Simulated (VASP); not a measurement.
# InP (F-43m) in VASP: a series of runs

InP is run at these levels: PBE; tasks: single point, relaxation of cell and atoms.

Everything below comes from runs of VASP 6.6.1. Logs are shortened: lines on timing, memory, paths and dates and some standing lists are left out, and cuts for length are marked.

**Measured values to compare with.**

A printed reference work, data compilation reports, for a bulk crystal of InP at 1.6 K: band gap 1.4236 eV (direct).

How close the calculation comes is told below.

## 1. The cell of the first run

It takes space group F-43m (No. 216, cubic). Conventional cell: a = 5.961 Å, b = 5.961 Å, c = 5.961 Å, α = 90.00°, β = 90.00°, γ = 90.00°. In (site symmetry -43m) has 4 P at 2.58 Å within 3.4 Å. Within 3.4 Å of P (site symmetry -43m) lie 4 In at 2.58 Å.

## 2. Single point, PBE

File INCAR:

```
SYSTEM = InP
ALGO     = Normal         ! electronic algorithm
EDIFF    = 1E-7           ! SCF threshold, eV
ENCUT    = 520            ! plane-wave cutoff, eV
GGA      = PE             ! functional
ISIF     = 2              ! what is computed and relaxed
ISMEAR   = -1             ! smearing method
LASPH    = .True.         ! aspherical terms in the spheres
LCHARG   = .False.        ! write CHGCAR
LREAL    = .False.        ! projectors in reciprocal space
LWAVE    = .False.        ! write WAVECAR
NBANDS   = 16             ! bands
NELM     = 100            ! most SCF steps
PREC     = Accurate       ! precision mode
SIGMA    = 0.1            ! smearing width, eV
```

File KPOINTS:

```
k-points
0
Gamma
  8 8 8
  0 0 0
```

File POSCAR:

```
InP
1.0
    0.0000000000      2.9803552488      2.9803552488
    2.9803552488      0.0000000000      2.9803552488
    2.9803552488      2.9803552488      0.0000000000
In P
1 1
Direct
    0.0000000000      0.0000000000      0.0000000000
    0.2500000000      0.2500000000      0.2500000000
```

Potentials or basis: VASP PAW PBE potentials, release 64 (In_d, P).

Run with:

```console
> cat potpaw_PBE.64/In_d/POTCAR potpaw_PBE.64/P/POTCAR > POTCAR
> mpirun -np 1 vasp_std > vasp.out
```

OUTCAR:

```text
SYSTEM = InP
   EDIFF = 1E-7
   ENCUT = 520
   GGA = PE
   ISIF = 2
   ISMEAR = -1
   LASPH = .True.
   LREAL = .False.
   NELM = 100
   PREC = Accurate

 ion  position               nearest neighbor table
   1  0.000  0.000  0.000-   2 2.58   2 2.58   2 2.58   2 2.58
   2  0.250  0.250  0.250-   1 2.58   1 2.58   1 2.58   1 2.58

  LATTYP: Found a face centered cubic cell.
 ALAT       =     5.9607104976

  Lattice vectors:

 A1 = (   0.0000000000,   2.9803552488,   2.9803552488)
 A2 = (   2.9803552488,   0.0000000000,   2.9803552488)
 A3 = (   2.9803552488,   2.9803552488,   0.0000000000)

Analysis of symmetry for initial positions (statically):
=====================================================================
 Subroutine PRICEL returns:
 Original cell was already a primitive cell.

 Routine SETGRP: Setting up the symmetry group for a
 face centered cubic supercell.

 Subroutine GETGRP returns: Found 24 space group operations
 (whereof 24 operations were pure point group operations)
 out of a pool of 48 trial point group operations.

The static configuration has the point symmetry T_d .

Analysis of symmetry for dynamics (positions and initial velocities):
=====================================================================
 Subroutine PRICEL returns:
 Original cell was already a primitive cell.

 Routine SETGRP: Setting up the symmetry group for a
 face centered cubic supercell.

 Subroutine GETGRP returns: Found 24 space group operations
 (whereof 24 operations were pure point group operations)
 out of a pool of 48 trial point group operations.

The dynamic configuration has the point symmetry T_d .

 Subroutine INISYM returns: Found 24 space group operations
 (whereof 24 operations are pure point group operations),
 and found     1 'primitive' translations

----------------------------------------------------------------------------------------

                                     Primitive cell

  volume of cell :      52.9461

  direct lattice vectors                    reciprocal lattice vectors
     0.000000000  2.980355249  2.980355249    -0.167765235  0.167765235  0.167765235
     2.980355249  0.000000000  2.980355249     0.167765235 -0.167765235  0.167765235
     2.980355249  2.980355249  0.000000000     0.167765235  0.167765235 -0.167765235

  length of vectors
     4.214858814  4.214858814  4.214858814     0.290577912  0.290577912  0.290577912

  position of ions in fractional coordinates (direct lattice)
     0.000000000  0.000000000  0.000000000
     0.250000000  0.250000000  0.250000000

  ion indices of the primitive-cell ions
   primitive index   ion index
                 1           1
                 2           2

----------------------------------------------------------------------------------------

 KPOINTS: k-points

Automatic generation of k-mesh.
 Grid dimensions read from file:
 generate k-points for:    8    8    8

 Generating k-lattice:

  Cartesian coordinates                     Fractional coordinates (reciprocal lattice)
    -0.020970654  0.020970654  0.020970654     0.125000000  0.000000000  0.000000000
     0.020970654 -0.020970654  0.020970654     0.000000000  0.125000000  0.000000000
     0.020970654  0.020970654 -0.020970654     0.000000000  0.000000000  0.125000000

  Length of vectors
     0.036322239  0.036322239  0.036322239

  Shift w.r.t. Gamma in fractional coordinates (k-lattice)
     0.000000000  0.000000000  0.000000000

 Subroutine IBZKPT returns following result:
 ===========================================

 Found     29 irreducible k-points:

 Following reciprocal coordinates:
            Coordinates               Weight
  0.000000  0.000000  0.000000      1.000000
  0.125000  0.000000  0.000000      8.000000
  0.250000  0.000000  0.000000      8.000000
  0.375000  0.000000  0.000000      8.000000
  0.500000  0.000000  0.000000      4.000000
  0.125000  0.125000  0.000000      6.000000
[... 16 lines left out ...]
  0.500000  0.250000  0.125000     48.000000
 -0.375000  0.250000  0.125000     24.000000
 [... further k-points ...]
   k-points           NKPTS =     29   k-points in BZ     NKDIM =     29   number of bands    NBANDS=     16
   number of dos      NEDOS =    301   number of ions     NIONS =      2
   total plane-waves  NPLWV =  32768
   dimension x,y,z NGX =    32 NGY =   32 NGZ =   32
   dimension x,y,z NGXF=    64 NGYF=   64 NGZF=   64
   ions per type =               1   1
   NGX,Y,Z   is equivalent  to a cutoff of  12.62, 12.62, 12.62 a.u.
   NGXF,Y,Z  is equivalent  to a cutoff of  25.24, 25.24, 25.24 a.u.
 SYSTEM =  InP
   PREC   = accura    normal or accurate (medium, high low for compatibility)
   ISTART =      0    job   : 0-new  1-cont  2-samecut
   ICHARG =      2    charge: 1-file 2-atom 10-const
   ISPIN  =      1    spin polarized calculation?
   LNONCOLLINEAR =      F non collinear calculations
   LSORBIT =      F    spin-orbit coupling
   LASPH  =      T    aspherical Exc in radial PAW
   ENCUT  =  520.0 eV  38.22 Ry    6.18 a.u.   7.84  7.84  7.84*2*pi/ulx,y,z
   NELM   =    100;   NELMIN=  2; NELMDL= -5     # of ELM steps
   EDIFF  = 0.1E-06   stopping-criterion for ELM
   LREAL  =      F    real-space projection
   EDIFFG = 0.1E-05   stopping-criterion for IOM
   NSW    =      0    number of steps for IOM
   IBRION =     -1    ionic relax: 0-MD 1-quasi-New 2-CG
   NFREE  =      0    steps in history (QN), initial steepest desc. (CG)
   ISIF   =      2    stress and relaxation
   ISYM   =      2    0-nonsym 1-usesym 2-fastsym
   POTIM  = 0.5000    time-step for ionic-motion
   TEBEG  =    0.0;   TEEND  =   0.0 temperature during run
   PSTRESS=    0.0 pullay stress
   NELECT =      18.0000    total number of electrons
   NUPDOWN=      -1.0000    fix difference up-down
   EMIN   =  10.00;   EMAX   =-10.00  energy-range for DOS
   EFERMI =   0.00;   METHOD = LEGACY
   ISMEAR =    -1;   SIGMA  =   0.10  broadening in eV -4-tet -1-fermi 0-gaus
   EFERMI_NEDOS =   21; number of points for ismear=-14 and -15
   IALGO  =     38    algorithm
   IMIX   =      4    mixing-type and parameters
     AMIX     =   0.40;   BMIX     =  1.00
     AMIX_MAG =   1.60;   BMIX_MAG =  1.00
  volume/ion in A,a.u.               =      26.47       178.65
  Fermi-wavevector in a.u.,A,eV,Ry     =   1.142583  2.159168 17.762340  1.305495
  Thomas-Fermi vector in A             =   2.279280
   LORBIT       =      0    0 simple, 1 ext, 2 COOP (PROOUT), +10 PAW based schemes
   GGA     = PE    functional components
   LHFCALC =     F    Hartree Fock is set to
   AEXX    =    0.0000 exact exchange contribution
   IVDW    =     0    specifies the selected vdW correction
   LEPSILON=     F    determine dielectric tensor
   LRPA    =     F    only Hartree local field effects (RPA)
 non-spin polarized calculation
  energy-cutoff  :      520.00
  volume of cell :       52.95
 maximum number of plane-waves:      1458
   NGX = 15   NGY = 15   NGZ = 15

 number of electron      18.0000005 magnetization

 Free energy of the ion-electron system (eV)
  ---------------------------------------------------
  ext. energy  EPLUGINS =         0.00000000
  ---------------------------------------------------
  free energy    TOTEN  =        -8.40641981 eV

  energy without entropy =       -8.40561005  energy(sigma->0) =       -8.40601493

 E-fermi :   4.9846     XC(G=0):  -9.0601

 val. band max:        4.6511572245   @ k =   0.0000   0.0000   0.0000
 cond. band min:       5.0867041675   @ k =   0.0000   0.0000   0.0000
 fundamental gap:      0.4355469430
 Fermi energy:         4.9845590521

 k-point     1 :       0.0000    0.0000    0.0000
  band No.  band energies     occupation
      1      -9.4436      2.00000
      2      -9.4436      2.00000
      3      -9.4436      2.00000
      4      -9.3154      2.00000
      5      -9.3154      2.00000
      6      -6.5317      2.00000
[... 8 lines left out ...]
     15      14.0185      0.00000
     16      14.0185      0.00000

 k-point     2 :       0.1250    0.0000    0.0000
  band No.  band energies     occupation
      1      -9.4587      2.00000
      2      -9.4374      2.00000
      3      -9.4374      2.00000
      4      -9.3153      2.00000
      5      -9.3153      2.00000
      6      -6.3674      2.00000
[... 8 lines left out ...]
     15      13.4113      0.00000
     16      13.7715      0.00000

 k-point     3 :       0.2500    0.0000    0.0000
  band No.  band energies     occupation
      1      -9.4937      2.00000
      2      -9.4241      2.00000
      3      -9.4241      2.00000
      4      -9.3130      2.00000
      5      -9.3130      2.00000
      6      -5.9097      2.00000
[... 8 lines left out ...]
     15      13.1919      0.00000
     16      13.6838      0.00000

 k-point     4 :       0.3750    0.0000    0.0000
  band No.  band energies     occupation
      1      -9.5271      2.00000
      2      -9.4140      2.00000
      3      -9.4140      2.00000
      4      -9.3074      2.00000
      5      -9.3074      2.00000
      6      -5.3051      2.00000
[... 8 lines left out ...]
     15      14.0734      0.00000
     16      14.0734      0.00000

 k-point     5 :       0.5000    0.0000    0.0000
  band No.  band energies     occupation
      1      -9.5405      2.00000
      2      -9.4109      2.00000
      3      -9.4109      2.00000
      4      -9.3040      2.00000
      5      -9.3040      2.00000
      6      -4.9691      2.00000
[... 8 lines left out ...]
     15      15.1695      0.00000
     16      15.1695      0.00000

 k-point     6 :       0.1250    0.1250    0.0000
  band No.  band energies     occupation
      1      -9.4703      2.00000
      2      -9.4313      2.00000
      3      -9.4313      2.00000
      4      -9.3203      2.00000
      5      -9.3111      2.00000
      6      -6.3130      2.00000
[... 8 lines left out ...]
     15      14.1518      0.00000
     16      14.1625      0.00000
[... 267 lines left out ...]
 k-point    21 :       0.5000    0.5000    0.0000
  band No.  band energies     occupation
      1      -9.5989      2.00000
      2      -9.3566      2.00000
      3      -9.3562      2.00000
      4      -9.3562      2.00000
      5      -9.2860      2.00000
      6      -4.3719      2.00000
[... 8 lines left out ...]
     15      15.3804      0.00000
     16      16.3055      0.00000

 k-point    22 :       0.3750    0.2500    0.1250
  band No.  band energies     occupation
      1      -9.5260      2.00000
      2      -9.4078      2.00000
      3      -9.4025      2.00000
      4      -9.3276      2.00000
      5      -9.3026      2.00000
      6      -5.5292      2.00000
[... 8 lines left out ...]
     15      14.7024      0.00000
     16      16.0358      0.00000

 k-point    23 :       0.5000    0.2500    0.1250
  band No.  band energies     occupation
      1      -9.5459      2.00000
      2      -9.4033      2.00000
      3      -9.3903      2.00000
      4      -9.3243      2.00000
      5      -9.3023      2.00000
      6      -4.9783      2.00000
[... 8 lines left out ...]
     15      15.2704      0.00000
     16      15.9124      0.00000

 k-point    24 :      -0.3750    0.2500    0.1250
  band No.  band energies     occupation
      1      -9.5531      2.00000
      2      -9.4028      2.00000
      3      -9.3861      2.00000
      4      -9.3194      2.00000
      5      -9.3043      2.00000
      6      -4.6795      2.00000
[... 8 lines left out ...]
     15      15.2181      0.00000
     16      15.7891      0.00000

 [... further k-points ...]
[... 5 lines left out ...]
  --------------------------------------------------------------------------------------
  -------------------------------------------------------------------------------------
  Total       -0.0243533     -0.0243533     -0.0243533      0.0000000      0.0000000      0.0000000
  in kB       -0.7369441     -0.7369441     -0.7369441      0.0000000      0.0000000      0.0000000
  external PRESSURE =      -0.7369441 kB  Pullay stress =       0.0000000 kB

 VOLUME and BASIS-vectors are now :
 -----------------------------------------------------------------------------
  energy-cutoff  :      520.00
  volume of cell :       52.95
      direct lattice vectors                 reciprocal lattice vectors
     0.000000000  2.980355249  2.980355249    -0.167765235  0.167765235  0.167765235
     2.980355249  0.000000000  2.980355249     0.167765235 -0.167765235  0.167765235
     2.980355249  2.980355249  0.000000000     0.167765235  0.167765235 -0.167765235

 POSITION                                       TOTAL-FORCE (eV/Angst)
 -----------------------------------------------------------------------------------
      0.00000      0.00000      0.00000        -0.000000     -0.000000     -0.000000
      1.49018      1.49018      1.49018         0.000000      0.000000      0.000000
 -----------------------------------------------------------------------------------
    total drift:                               -0.000000     -0.000000     -0.000000

  FREE ENERGIE OF THE ION-ELECTRON SYSTEM (eV)
  ---------------------------------------------------
  free  energy   TOTEN  =        -8.4064198063 eV

  energy  without entropy=       -8.4056100456  energy(sigma->0) =       -8.40601493
```

Run time: 16 s. Hardware: 1 thread of Intel Xeon 6975P-C, shared host; peak memory 0.18 GiB.

Results:

```yaml
Free_energy: -8.4064 eV
Pressure: -0.1 GPa
Band_gap_on_the_k_mesh: 0.44 eV, direct
```

Levels at points of the mesh, in eV from the valence-band top:
```
           k point  band 5  band 6  band 7  band 8  band 9  band 10  band 11  band 12  band 13  band 14
(0.00, 0.00, 0.00)  -13.97  -11.18    0.00    0.00    0.00     0.44     4.09     4.09     4.09     8.35
(0.50, 0.00, 0.00)  -13.96   -9.62   -5.47   -0.90   -0.90     1.38     4.80     4.80     6.99     9.25
(0.50, 0.50, 0.00)  -13.94   -9.02   -5.54   -2.15   -2.15     1.85     2.26     8.90     9.26     9.26
```

Caveat: spin-orbit coupling is left out, which moves the levels of the heavy elements.

## 3. Relaxation of cell and atoms, PBE

This run uses another cell than the first one, of 25.09 Å³/atom, 0.948 times its volume.

File INCAR:

```
PREC     = Accurate       # precision mode
ENCUT    = 600            # plane-wave cutoff, eV
EDIFF    = 1E-6           # SCF threshold, eV
ISMEAR   = -1             # smearing method
SIGMA    = 0.1            # smearing width, eV
LREAL    = False          # projectors in reciprocal space
LASPH    = True           # aspherical terms in the spheres
NELM     = 60             # most SCF steps
ALGO     = Normal         # electronic algorithm
ISIF     = 3              # what is computed and relaxed
LWAVE    = False          # write WAVECAR
LCHARG   = False          # write CHGCAR
GGA      = PE             # functional
IBRION   = 2              # ionic algorithm
NSW      = 80             # ionic steps
EDIFFG   = -0.03          # ionic threshold
```

File KPOINTS:

```
Automatic mesh
0
Gamma
  8 8 8
```

File POSCAR:

```
InP
1.0
    0.0000000000      2.9277130000      2.9277130000
    2.9277130000      0.0000000000      2.9277130000
    2.9277130000      2.9277130000      0.0000000000
In P
1 1
Direct
    0.0000000000      0.0000000000      0.0000000000
    0.2500000000      0.2500000000      0.2500000000
```

Potentials or basis: VASP PAW PBE potentials, release 64 (In_d, P).

Run with:

```console
> cat potpaw_PBE.64/In_d/POTCAR potpaw_PBE.64/P/POTCAR > POTCAR
> mpirun -np 1 vasp_std > vasp.out
```

Wall time 52 s (1 thread of Intel Xeon 6975P-C, shared host); peak memory 0.23 GiB.

It converged, with:

* Free energy: -8.4062 eV
* Relaxed volume: 26.45 Å³/atom
* Relaxed cell: a = 4.214 Å, b = 4.214 Å, c = 4.214 Å, α = 60.00°, β = 60.00°, γ = 60.00°
* Space group after relaxing (to 0.05 Å): F-43m (No. 216)
* Energy gained by relaxing: 14.2 meV/atom
* Ionic steps: 3
* Pressure after relaxing: 0.0 GPa
* Band gap on the k mesh: 0.44 eV, direct

Step by step:
| step | energy change (eV) | largest force (eV/Å) | pressure (GPa) | volume (Å³) |
| --- | --- | --- | --- | --- |
| 1 | 0.0000 | 0.0000 | 3.51 | 50.19 |
| 2 | -0.0218 | 0.0000 | -1.45 | 54.30 |
| 3 | -0.0283 | 0.0000 | 0.01 | 52.90 |

Final structure:
```
In P
1.0
     0.00000    2.97943    2.97943
     2.97943    0.00000    2.97943
     2.97943    2.97943    0.00000
In P
1 1
Direct
  0.00000 0.00000 0.00000
  0.25000 0.25000 0.25000
```

Levels at points of the mesh, in eV from the valence-band top:
| k point | band 6 | band 7 | band 8 | band 9 | band 10 | band 11 | band 12 | band 13 |
| --- | --- | --- | --- | --- | --- | --- | --- | --- |
| (0.00, 0.00, 0.00) | -11.19 | 0.00 | 0.00 | 0.00 | 0.44 | 4.09 | 4.09 | 4.09 |
| (0.50, 0.00, 0.00) | -9.62 | -5.47 | -0.90 | -0.90 | 1.38 | 4.80 | 4.80 | 6.99 |
| (0.50, 0.50, 0.00) | -9.03 | -5.54 | -2.16 | -2.16 | 1.85 | 2.26 | 8.91 | 9.26 |

Caveat: spin-orbit coupling is left out, which moves the levels of the heavy elements.

## 4. Comparison with measurements

Step 2. Against the measured gap of InP, 1.4236 eV (direct; 1.6 K; a printed reference work, data compilation), the calculated 0.44 eV is off by -0.99 eV. Spin-orbit coupling on In is left out. The value is that of PBE, without temperature or zero-point motion. Semilocal functionals fall short of measured gaps as a rule.
